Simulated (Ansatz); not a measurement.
AlRu under pressure

These are results of Ansatz 0.2.0, DFT PBEsol, scalar-relativistic, plane waves, PAW, not measurements. Settings: 420 eV plane-wave cutoff, Γ-centred 14×14×14 mesh, Fermi-Dirac smearing of 0.15 eV. No spin polarisation. Phonons by linear response, acoustic sum rule imposed.

The cell, relaxed at this level:
```xyz
2
Lattice="2.9783 0.0000 0.0000 0.0000 2.9783 0.0000 0.0000 0.0000 2.9783" Properties=species:S:1:pos:R:3 pbc="T T T"
Al    0.0000    0.0000    0.0000
Ru    1.4891    1.4891    1.4891
```

In a metal, frequencies and elastic constants depend on the k mesh and the smearing, soft modes and shear constants most.

Problem. The cell is relaxed again at 5 and 11 and 22 GPa. How do volume, gap and optical modes at Γ (cm⁻¹, counted from the lowest optical one; a degenerate one stands once) change?

Solution.
```csv
,0 GPa,5 GPa,11 GPa,22 GPa
V/V0,1.000,0.978,0.955,0.919
gap (eV),0.00,0.00,0.00,0.00
mode 1,320,333,349,373
```

Cost: 4 runs of about 1.6 core-minutes in all, on Intel Xeon Platinum 8259CL (Skylake/Cascade Lake) (shared hosts).